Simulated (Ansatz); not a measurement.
## SiC (P6_3mc), one atom moved along a line

These are results of DFT r2SCAN, scalar-relativistic, plane waves, PAW in Ansatz 0.2.0, not measurements. Cutoff 500 eV, Γ-centred 12×12×6 k-points, Gaussian smearing of 0.05 eV. No spin polarisation. Energies are free energies at this smearing, counted from the undisturbed cell; pressure is positive in compression.

The undisturbed cell (relaxed at this level):

```xyz
4
Lattice="3.0752 0.0000 0.0000 -1.5376 2.6632 0.0000 0.0000 0.0000 5.0482" Properties=species:S:1:pos:R:3 pbc="T T T"
Si    0.0000    1.7755    0.0232
Si    1.5376    0.8877    2.5473
C     0.0000    1.7755    1.9203
C     1.5376    0.8877    4.4444
```

Atom 3 (C) is moved by x along the Cartesian unit vector (0.707, 0.707, 0.000); the cell and all other atoms stay fixed.

```tsv
x (Å)	ΔE (meV/cell)	force along x on the moved atoms (eV/Å)	pressure (GPa)	gap on the mesh (eV)
-0.6000	?	26.65	?	1.67
-0.3000	1131.9	8.52	7.7	2.13
0.0000	0.0	0.00	0.0	2.65
0.1500	203.7	-2.59	1.4	2.32
0.4500	1546.1	-6.03	9.9	1.30
0.6000	2528.9	-6.98	16.0	0.69
```

(1) Give the withheld values.

## Answers

(1) ΔE (meV/cell) at x (Å) = -0.6000: 6054.4; pressure (GPa) at x (Å) = -0.6000: 40.4.